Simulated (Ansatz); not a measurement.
Born–Oppenheimer molecular dynamics of a periodic cell of 27 atoms, Zr (surface Zr(0001)). It goes on from the last frame of an earlier run, with new velocities.

The calculation used DFT PBE, scalar-relativistic, plane waves, PAW in Ansatz 0.2.0. Settings: accuracy low, cutoff 420 eV, k mesh 2x2x1, fermi-dirac smearing 0.15 eV, no spin polarisation.

| Property | Result |
| --- | --- |
| ensemble | NVE (velocity Verlet) |
| time step | 4.5 fs |
| steps asked | 150 |
| starting velocities drawn for | 2400 K |
| atoms held | 1 to 9 |
| seed | 638410 |

Frames 45 fs apart, positions in Å, forces in eV/Å.

Velocities at 315 fs (Å/ps):

```
Zr 0.00 0.00 0.00
Zr 0.00 0.00 0.00
Zr 0.00 0.00 0.00
Zr 0.00 0.00 0.00
Zr 0.00 0.00 0.00
Zr 0.00 0.00 0.00
Zr 0.00 0.00 0.00
Zr 0.00 0.00 0.00
Zr 0.00 0.00 0.00
Zr 0.47 -2.33 -4.81
Zr 0.52 2.69 -2.69
Zr 0.82 -2.44 -2.26
Zr 1.85 1.93 1.05
Zr -5.96 -0.28 -8.68
Zr 2.48 -3.15 1.12
Zr -1.87 -6.17 3.02
Zr -1.04 5.25 -3.51
Zr 2.64 -3.02 -2.65
Zr -4.79 -0.09 1.46
Zr 1.56 -5.94 3.57
Zr 6.71 -1.08 -2.18
Zr 1.00 -2.58 0.15
Zr -1.92 4.77 -6.06
Zr 2.93 -6.14 -3.73
Zr -2.95 -0.75 -2.54
Zr -2.92 0.73 3.38
Zr -2.33 -6.41 0.09
```

```xyz
27
Lattice="9.6900 0.0000 0.0000 4.8450 8.3918 0.0000 0.0000 0.0000 17.1454" Properties=species:S:1:pos:R:3:forces:R:3 time_fs=315 energy_less_start_eV=2.532 T=1314
Zr 0.000 0.000 1.000 0.00 -0.38 -0.11
Zr 3.230 0.000 1.000 0.32 -0.46 -0.70
Zr 6.460 0.000 1.000 -0.03 0.11 0.82
Zr 1.615 2.797 1.000 -0.06 -0.46 -0.32
Zr 4.845 2.797 1.000 0.47 -0.13 -1.03
Zr 8.075 2.797 1.000 -0.17 -0.18 0.59
Zr 3.230 5.595 1.000 0.07 0.44 0.19
Zr 6.460 5.595 1.000 0.13 -0.04 -0.25
Zr 9.690 5.595 1.000 -0.24 0.05 0.32
Zr 0.294 1.450 3.483 -0.38 0.89 0.03
Zr 3.739 1.489 3.281 -1.40 -0.33 0.71
Zr 6.538 1.736 4.046 2.14 -0.77 -2.09
Zr 1.782 4.391 3.270 -0.04 -0.13 1.22
Zr 5.112 4.322 3.362 -1.01 0.60 -0.19
Zr 8.073 4.161 3.670 1.19 0.37 -0.84
Zr 4.109 7.147 3.826 -2.50 -0.04 0.57
Zr 6.827 7.275 3.449 1.49 -0.39 1.00
Zr 10.143 7.059 3.790 0.03 0.22 -0.05
Zr 0.171 -0.545 6.965 0.22 -0.30 -1.05
Zr 3.501 -0.377 6.557 -0.73 -0.08 -0.83
Zr 6.593 -0.012 6.364 0.33 -0.83 0.07
Zr 1.783 2.058 6.008 0.06 0.27 -0.25
Zr 4.667 2.376 5.796 -0.81 0.70 2.02
Zr 8.665 1.902 6.381 -0.59 1.15 -0.22
Zr 2.414 5.753 6.009 0.63 -1.02 -0.30
Zr 6.136 5.274 5.802 -0.56 0.24 0.45
Zr 8.950 5.157 6.085 1.46 0.49 0.21
27
Lattice="9.6900 0.0000 0.0000 4.8450 8.3918 0.0000 0.0000 0.0000 17.1454" Properties=species:S:1:pos:R:3:forces:R:3 time_fs=360 energy_less_start_eV=2.499 T=1328
Zr 0.000 0.000 1.000 -0.20 -0.90 -0.12
Zr 3.230 0.000 1.000 0.47 -0.30 -0.93
Zr 6.460 0.000 1.000 0.02 0.02 0.64
Zr 1.615 2.797 1.000 0.14 -0.01 -0.20
Zr 4.845 2.797 1.000 0.52 -0.94 -1.95
Zr 8.075 2.797 1.000 -0.18 -0.15 0.32
Zr 3.230 5.595 1.000 -0.68 0.81 -0.48
Zr 6.460 5.595 1.000 0.64 0.32 -0.24
Zr 9.690 5.595 1.000 -0.18 -0.14 0.30
Zr 0.265 1.450 3.304 -0.32 0.66 0.87
Zr 3.631 1.555 3.266 -0.45 -0.58 1.25
Zr 6.737 1.565 3.750 -0.05 -0.12 -0.85
Zr 1.837 4.421 3.410 -0.71 -1.32 -0.08
Zr 4.830 4.365 3.055 1.37 0.09 2.28
Zr 8.255 4.075 3.624 -0.25 0.88 -0.69
Zr 3.831 6.924 3.990 -0.08 1.64 -0.79
Zr 6.893 7.420 3.424 -0.03 -1.38 1.44
Zr 10.240 6.980 3.682 -0.61 0.91 0.33
Zr 0.008 -0.619 6.943 0.90 -0.87 -0.41
Zr 3.510 -0.645 6.606 -0.37 0.09 -1.24
Zr 6.870 -0.125 6.261 -1.38 -0.08 -0.12
Zr 1.830 1.963 5.981 -0.20 0.03 -0.30
Zr 4.527 2.639 5.700 0.33 0.07 0.42
Zr 8.731 1.784 6.186 -0.61 1.57 -0.32
Zr 2.351 5.590 5.919 0.66 -1.25 1.43
Zr 5.967 5.338 5.945 0.41 0.16 -0.68
Zr 8.988 4.935 6.112 0.86 0.79 0.12
27
Lattice="9.6900 0.0000 0.0000 4.8450 8.3918 0.0000 0.0000 0.0000 17.1454" Properties=species:S:1:pos:R:3:forces:R:3 time_fs=405 energy_less_start_eV=1.645 T=1694
Zr 0.000 0.000 1.000 -0.14 -0.71 0.27
Zr 3.230 0.000 1.000 0.14 -0.29 0.05
Zr 6.460 0.000 1.000 -0.13 -0.77 -0.64
Zr 1.615 2.797 1.000 0.28 0.06 -0.38
Zr 4.845 2.797 1.000 -0.09 -0.71 -0.55
Zr 8.075 2.797 1.000 0.11 -0.07 -1.05
Zr 3.230 5.595 1.000 -0.69 0.47 -0.12
Zr 6.460 5.595 1.000 0.43 0.42 0.18
Zr 9.690 5.595 1.000 0.05 0.09 0.10
Zr 0.192 1.572 3.285 0.81 -0.59 0.48
Zr 3.430 1.503 3.474 0.81 -0.38 -0.17
Zr 6.955 1.369 3.292 -1.16 0.82 1.52
Zr 1.765 4.215 3.558 -0.21 -0.35 -0.21
Zr 4.792 4.438 3.163 1.26 -0.13 1.10
Zr 8.393 4.173 3.449 -1.14 1.10 0.35
Zr 3.510 6.986 4.003 1.33 0.37 -1.30
Zr 6.976 7.298 3.672 -0.80 -0.82 0.02
Zr 10.218 7.061 3.638 -0.76 -0.13 0.32
Zr 0.004 -0.823 6.820 0.09 1.11 -0.21
Zr 3.434 -0.885 6.409 -0.16 0.72 -0.54
Zr 6.885 -0.258 6.150 -1.51 0.25 0.34
Zr 1.835 1.880 5.906 -0.52 -0.01 0.50
Zr 4.432 2.916 5.725 0.68 -0.73 -0.03
Zr 8.662 1.954 5.934 -0.82 -0.03 0.11
Zr 2.438 5.200 6.086 0.97 0.50 0.85
Zr 5.875 5.424 5.958 1.02 -0.75 -0.72
Zr 9.209 4.872 6.160 0.15 0.54 -0.28
27
Lattice="9.6900 0.0000 0.0000 4.8450 8.3918 0.0000 0.0000 0.0000 17.1454" Properties=species:S:1:pos:R:3:forces:R:3 time_fs=450 energy_less_start_eV=1.907 T=1583
Zr 0.000 0.000 1.000 -0.12 -0.40 0.39
Zr 3.230 0.000 1.000 -0.08 -0.24 0.51
Zr 6.460 0.000 1.000 -0.25 -1.21 -1.22
Zr 1.615 2.797 1.000 0.36 -0.23 -0.48
Zr 4.845 2.797 1.000 -0.36 -0.17 0.33
Zr 8.075 2.797 1.000 0.44 0.19 -1.35
Zr 3.230 5.595 1.000 -0.29 -0.14 0.48
Zr 6.460 5.595 1.000 -0.04 0.29 0.20
Zr 9.690 5.595 1.000 0.37 0.28 -0.18
Zr 0.245 1.582 3.359 0.09 -1.15 -0.37
Zr 3.383 1.372 3.661 0.92 -0.06 -0.93
Zr 6.950 1.348 3.130 -1.05 1.42 2.37
Zr 1.659 3.950 3.672 0.86 1.59 0.49
Zr 5.001 4.482 3.469 -0.25 -0.37 -1.90
Zr 8.314 4.471 3.338 -0.47 -0.52 0.89
Zr 3.442 7.147 3.775 0.81 -0.44 -0.04
Zr 6.889 7.027 3.896 -1.23 1.26 -2.61
Zr 10.053 7.123 3.655 0.17 -0.81 -0.26
Zr 0.028 -0.824 6.644 -0.53 1.46 -0.43
Zr 3.340 -0.972 6.125 0.64 1.28 1.33
Zr 6.596 -0.363 6.091 -0.38 -0.35 -0.01
Zr 1.730 1.799 5.936 -0.54 0.18 0.98
Zr 4.481 3.022 5.763 0.57 -2.07 0.57
Zr 8.421 2.152 5.702 -0.80 -0.18 0.48
Zr 2.708 4.897 6.436 0.26 1.43 -0.28
Zr 5.983 5.351 5.863 0.69 -1.25 1.54
Zr 9.482 4.928 6.149 0.22 0.19 -0.49
27
Lattice="9.6900 0.0000 0.0000 4.8450 8.3918 0.0000 0.0000 0.0000 17.1454" Properties=species:S:1:pos:R:3:forces:R:3 time_fs=495 energy_less_start_eV=-0.169 T=2472
Zr 0.000 0.000 1.000 0.06 -0.45 -0.47
Zr 3.230 0.000 1.000 -0.21 -0.19 0.31
Zr 6.460 0.000 1.000 -0.15 -0.27 0.03
Zr 1.615 2.797 1.000 0.36 0.02 0.17
Zr 4.845 2.797 1.000 -0.19 -0.35 0.14
Zr 8.075 2.797 1.000 0.15 0.19 -0.06
Zr 3.230 5.595 1.000 -0.32 -0.30 0.49
Zr 6.460 5.595 1.000 -0.11 0.06 -0.61
Zr 9.690 5.595 1.000 0.37 -0.09 -0.17
Zr 0.330 1.387 3.389 -0.44 0.42 0.38
Zr 3.508 1.239 3.679 -0.08 0.71 -0.28
Zr 6.718 1.580 3.406 -0.73 -0.39 -0.34
Zr 1.712 3.960 3.863 0.80 0.53 -0.27
Zr 5.157 4.443 3.463 -1.32 -0.61 -0.44
Zr 8.157 4.668 3.400 1.02 -1.41 0.50
Zr 3.534 7.227 3.526 -0.74 -0.35 0.62
Zr 6.566 6.997 3.679 -0.06 1.59 -0.14
Zr 9.914 7.034 3.611 0.57 -0.29 -0.85
Zr -0.043 -0.555 6.377 -0.27 -0.35 -0.77
Zr 3.332 -0.819 6.058 -0.42 0.33 0.43
Zr 6.229 -0.509 6.042 0.94 0.50 0.02
Zr 1.532 1.772 6.141 0.41 0.96 -0.03
Zr 4.643 2.727 5.904 -0.06 -1.40 0.36
Zr 8.035 2.323 5.573 0.64 0.22 1.05
Zr 3.041 4.867 6.728 -0.11 0.62 -1.07
Zr 6.248 5.059 6.025 0.36 0.56 0.56
Zr 9.786 5.021 6.057 -0.46 -0.25 0.42
27
Lattice="9.6900 0.0000 0.0000 4.8450 8.3918 0.0000 0.0000 0.0000 17.1454" Properties=species:S:1:pos:R:3:forces:R:3 time_fs=540 energy_less_start_eV=1.480 T=1766
Zr 0.000 0.000 1.000 -0.13 -0.10 -1.50
Zr 3.230 0.000 1.000 -0.13 -0.17 0.02
Zr 6.460 0.000 1.000 -0.12 0.04 0.38
Zr 1.615 2.797 1.000 0.25 0.19 0.63
Zr 4.845 2.797 1.000 -0.21 -0.73 -0.39
Zr 8.075 2.797 1.000 -0.08 0.07 0.55
Zr 3.230 5.595 1.000 -0.28 -0.41 0.38
Zr 6.460 5.595 1.000 0.20 -0.27 -0.52
Zr 9.690 5.595 1.000 0.18 -0.77 -0.52
Zr 0.324 1.303 3.487 -0.76 2.66 0.54
Zr 3.617 1.240 3.621 -1.19 0.69 -0.14
Zr 6.352 1.747 3.640 1.16 -1.42 -1.70
Zr 1.931 4.098 3.998 0.34 -0.27 -0.94
Zr 5.072 4.313 3.360 -0.57 0.85 1.58
Zr 8.170 4.607 3.553 0.40 -0.29 -0.43
Zr 3.457 7.225 3.401 -1.89 -0.35 0.74
Zr 6.270 7.240 3.370 2.26 -1.26 0.92
Zr 9.883 6.889 3.416 0.07 0.67 0.22
Zr -0.185 -0.332 5.977 -0.25 -0.91 0.41
Zr 3.258 -0.594 6.104 -0.82 -0.69 -0.21
Zr 6.053 -0.567 5.991 1.61 0.42 -0.16
Zr 1.412 1.928 6.352 0.79 0.92 -0.51
Zr 4.781 2.168 6.138 -0.95 0.95 0.60
Zr 7.784 2.515 5.667 1.87 -0.66 1.19
Zr 3.364 4.977 6.802 0.01 0.05 -1.34
Zr 6.575 4.847 6.333 -0.69 0.97 -0.57
Zr 9.991 5.075 6.042 -1.08 -0.16 0.79
27
Lattice="9.6900 0.0000 0.0000 4.8450 8.3918 0.0000 0.0000 0.0000 17.1454" Properties=species:S:1:pos:R:3:forces:R:3 time_fs=585 energy_less_start_eV=1.106 T=1926
Zr 0.000 0.000 1.000 -0.43 0.31 -0.35
Zr 3.230 0.000 1.000 0.15 -0.22 -0.45
Zr 6.460 0.000 1.000 -0.14 0.06 -0.30
Zr 1.615 2.797 1.000 0.05 0.05 0.73
Zr 4.845 2.797 1.000 -0.27 -0.18 -0.08
Zr 8.075 2.797 1.000 0.06 -0.14 0.47
Zr 3.230 5.595 1.000 -0.07 -0.37 0.26
Zr 6.460 5.595 1.000 0.09 -0.60 0.08
Zr 9.690 5.595 1.000 -0.02 -1.14 -0.90
Zr 0.178 1.678 3.670 -0.15 0.50 -0.68
Zr 3.489 1.383 3.547 -1.21 0.32 0.54
Zr 6.220 1.652 3.571 2.17 -0.37 -0.12
Zr 2.193 4.201 3.958 -1.66 0.07 -0.26
Zr 4.879 4.330 3.542 1.16 0.72 0.74
Zr 8.272 4.458 3.635 -0.26 -0.17 -0.43
Zr 3.066 7.169 3.418 0.68 0.34 0.08
Zr 6.354 7.304 3.251 0.46 -0.42 1.03
Zr 9.863 6.881 3.274 -0.64 1.15 1.42
Zr -0.356 -0.283 5.662 0.67 -0.35 1.31
Zr 3.028 -0.500 6.104 -0.20 -0.77 -0.60
Zr 6.185 -0.551 5.910 0.45 -0.21 -0.06
Zr 1.450 2.266 6.464 0.68 0.10 -0.41
Zr 4.745 1.793 6.474 -0.52 2.04 -0.26
Zr 7.878 2.570 5.986 0.55 -1.21 -0.03
Zr 3.676 5.100 6.595 -0.51 -0.24 -1.03
Zr 6.774 4.841 6.536 -0.74 0.95 -0.60
Zr 9.992 5.088 6.171 -0.36 -0.20 -0.09
27
Lattice="9.6900 0.0000 0.0000 4.8450 8.3918 0.0000 0.0000 0.0000 17.1454" Properties=species:S:1:pos:R:3:forces:R:3 time_fs=630 energy_less_start_eV=1.617 T=1707
Zr 0.000 0.000 1.000 -0.20 0.31 0.78
Zr 3.230 0.000 1.000 0.17 0.01 -0.40
Zr 6.460 0.000 1.000 -0.29 -0.18 -0.93
Zr 1.615 2.797 1.000 -0.03 -0.02 0.36
Zr 4.845 2.797 1.000 -0.20 0.27 0.85
Zr 8.075 2.797 1.000 0.07 -0.21 -0.07
Zr 3.230 5.595 1.000 0.18 -0.39 0.20
Zr 6.460 5.595 1.000 -0.03 -0.49 0.30
Zr 9.690 5.595 1.000 0.18 -0.66 -0.01
Zr 0.000 2.156 3.738 0.88 -2.18 -0.33
Zr 3.137 1.580 3.567 0.39 -0.31 0.40
Zr 6.491 1.486 3.457 -0.05 1.08 0.80
Zr 2.136 4.316 3.851 -1.77 0.44 -0.24
Zr 4.921 4.489 3.853 1.92 -0.47 -1.51
Zr 8.309 4.314 3.635 -1.31 1.55 0.11
Zr 2.806 7.161 3.439 2.22 -0.26 -0.98
Zr 6.561 7.251 3.341 -0.66 -0.12 0.31
Zr 9.701 7.094 3.397 -1.08 0.47 0.76
Zr -0.392 -0.307 5.583 1.16 0.43 0.23
Zr 2.758 -0.546 5.995 0.84 0.38 0.06
Zr 6.413 -0.552 5.846 -0.73 0.37 1.22
Zr 1.643 2.624 6.486 0.72 -0.85 -0.36
Zr 4.599 1.807 6.757 0.20 0.88 -1.17
Zr 8.093 2.412 6.321 -0.64 0.17 -0.26
Zr 3.867 5.180 6.210 -1.43 -0.07 1.14
Zr 6.825 5.013 6.604 -0.21 -0.20 -0.74
Zr 9.898 5.064 6.294 -0.29 0.02 -0.50
```

Of the whole run (675 fs, mean temperature of the second half 1769 K): The conserved energy stayed within 0.25 meV per atom of its start (net change 0.091 meV per atom), so the integration is sound. A run of 0.68 ps of so small a system gives no equilibrium averages. Limits of this set-up: coarse k mesh, thin slab, slab without dipole correction, a typed lattice constant that wasn't relaxed here, low accuracy level.

Time of the run: 29 min on 4 threads of Intel(R) Xeon(R) 6975P-C (Granite Rapids), on a shared host, peak memory 5.9 GiB.
